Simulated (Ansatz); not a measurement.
SnO (Pmn2_1) from a database structure, relaxed with r2SCAN+rVV10. The symmetry is Pmn2_1 (No. 31, orthorhombic); a = 3.303 Å, b = 5.758 Å, c = 4.001 Å in the conventional setting, 19.02 Å³ an atom. Sn has 3 O at 2.12–2.13 Å; O has 3 Sn at 2.12–2.13 Å.

The questions ask for values computed with Ansatz on this geometry. No magnetic order and no zero-point or thermal motion.

(1) Is there a gap with r2SCAN, and of what kind?

(2) What does PBE give for the gap (8×4×6 mesh)?

(3) How does the gap change from r2SCAN to PBE+SOC (8×4×6)?

(4) How does the gap change from r2SCAN to HSE06 (6×4×4)?

(5) How does the gap change from r2SCAN to PBE0 (6×4×4)?

(6) What does G0W0@PBE with 227 empty bands, a screening cutoff of 120 eV and a 4×4×4 mesh give?

(7) Roughly how does the cost of the PBE+SOC run (8×4×6) compare with r2SCAN's (8×4×6)?

(8) What are ε∞ and the Born charges with r2SCAN?

Results:

(1) With r2SCAN the valence top lies at Γ and the conduction bottom at S–Y (0.20 of the way from S), 1.70 eV higher; the smallest vertical gap, at S–Y (0.20 of the way from S), is 2.39 eV.

(2) The PBE gap is indirect, 1.38 eV (Γ to S–Y (0.20 of the way from S)), below the direct gap of 2.07 eV at S–Y (0.20 of the way from S). The gap differs by -0.32 eV from r2SCAN's.

(3) The PBE+SOC gap is indirect, 1.30 eV (Γ to S–Y (0.20 of the way from S)), below the direct gap of 1.99 eV at S–Y (0.20 of the way from S). Spin-orbit coupling itself accounts for -0.08 eV. The gap differs by -0.40 eV from r2SCAN's.

(4) The HSE06 gap is indirect, 2.08 eV (Γ to S–Y (0.20 of the way from S)), below the direct gap of 2.77 eV at S–Y (0.20 of the way from S). The gap differs by +0.38 eV from r2SCAN's.

(5) With PBE0 the valence top lies at Γ and the conduction bottom at S–Y (0.20 of the way from S), 2.73 eV higher; the smallest vertical gap, at S–Y (0.20 of the way from S), is 3.40 eV. The gap differs by +1.03 eV from r2SCAN's.

(6) 2.03 eV (PBE's gap over the path plus the quasiparticle shift read on the mesh). G0W0 moves the gap on the mesh from 1.82 eV (PBE) to 2.47 eV (Γ to k = (-1/2, 1/4, 1/4)). Renormalisation factors Z lie between 0.69 and 0.78. No extrapolation in bands, cutoff or mesh was made for G0W0.

(7) About 2.5 times as much (70 core-seconds against 29 core-seconds, on 2 threads of Arm Neoverse V2 (shared host)).

(8) ε∞: 7.44, 5.93 and 5.62 along x, y and z. Born charges, averaged over directions: Sn +2.69, O -2.69 e.

Only the levels marked +SOC include spin-orbit coupling.

Where an edge lies off the special points, it is a point of the mesh or the k point where a search put PBE's edge or least direct gap, reused for the other functionals, whose own edges may lie a little apart; PBE's own value is read along its path and can be a few hundredths of an eV high.

Coordinates of k points refer to the reciprocal vectors of the primitive cell of the runs.

The meshes of the hybrids are coarse, so their gaps aren't converged to the digits shown.
